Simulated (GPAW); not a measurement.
Runs of GPAW 26.7.0 on Pd. It takes space group Fm-3m (No. 225, cubic). The conventional cell has a = 3.893 Å, b = 3.893 Å, c = 3.893 Å, α = 90.00°, β = 90.00°, γ = 90.00°. Pd (site symmetry m-3m) has 12 Pd at 2.75 Å as nearest neighbours. 

```csv
task,level,potentials or basis,spin,band path,band points,spin axis theta (degrees),spin axis phi (degrees),eigensolver,pressure (GPa),V0 of scaled cells (Å³/atom),B0 (GPa)
equation of state,PBEsol+D3(BJ),"PAW data sets generated in the run's folder for this functional, pw",off,-,-,-,-,-,-,14.09,(a)
band structure,PW91,"PAW data sets generated in the run's folder for this functional, pw","SOC, no magnetisation","GXWKGLUWLK,UX",80,0,0,-,6.9,-,-
band structure,TPSS,"GPAW PAW data sets (gpaw-data 1.2.1), pw","SOC, no magnetisation","GXWKGLUWLK,UX",100,90,45,davidson,0.5,-,-
band structure,r4SCAN,"GPAW PAW data sets (gpaw-data 1.2.1), pw","SOC, no magnetisation","GXWKGLUWLK,UX",80,0,0,-,1.3,-,-
equation of state,WC,"PAW data sets generated in the run's folder for this functional, pw",off,-,-,-,-,-,-,(b),203
band structure,M06-L,"GPAW PAW data sets (gpaw-data 1.2.1), pw","SOC, no magnetisation","GXWKGLUWLK,UX",100,0,0,-,0.1,-,-
```

Alike in all rows: cell as given; k mesh 9 × 9 × 9; cutoff (eV) 600; smearing fermi-dirac 0.05 eV.

Problem. Fill in the values left out.

Solution. (a) 231; (b) 14.66.

Caveats: spin-orbit coupling was added after a scalar SCF, so levels and gaps hold it while energy, forces, pressure and moments don't (some runs); the PAW data sets were made with another functional, which shifts forces and pressure a little (some runs).

Runs at the PBE level aren't shown here.
